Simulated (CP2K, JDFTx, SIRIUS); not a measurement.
**Zr: programs and potentials compared**

```
CELL_PARAMETERS angstrom
3.23200 0.00000 0.00000
-1.61600 2.79899 0.00000
0.00000 0.00000 5.14700
ATOMIC_POSITIONS crystal
Zr 0.66667 0.33333 0.75000
Zr 0.33333 0.66667 0.25000
```

Alike in all runs: task single point; functional BLYP; k mesh 9 × 9 × 5; occupations fermi-dirac, width 0.05 eV; no spin polarisation; no spin-orbit coupling. Pressure is positive in compression and, in plane waves, holds the error of the finite cutoff.

| program and potentials | plane-wave cutoff (eV) | notes | pressure (GPa) |
| --- | --- | --- | --- |
| CP2K, POTENTIAL_UZH Zr GTH-PBE-q12; TZVP-MOLOPT-PBE-GTH basis | - | atomic basis; potentials made for PBE | 4.25 |
| SIRIUS, PseudoDojo 0.4.1 PBE standard (scalar relativistic) | 915 | potentials made for PBE | 3.68 |
| JDFTx, PseudoDojo-SR-PBE-0.5-standard with smoothed tails | 898 | potentials made for PBE | 3.67 |

The pressure spans 3.67 (JDFTx, PseudoDojo-SR-PBE-0.5-standard with smoothed tails) to 4.25 GPa (CP2K, POTENTIAL_UZH Zr GTH-PBE-q12; TZVP-MOLOPT-PBE-GTH basis). Rows in atomic bases carry the error of their basis and grid, which can be large.

The functional is the same throughout but for its coding, so the spread measures potentials, basis and numerics; runs on potential files found faulty are left out.
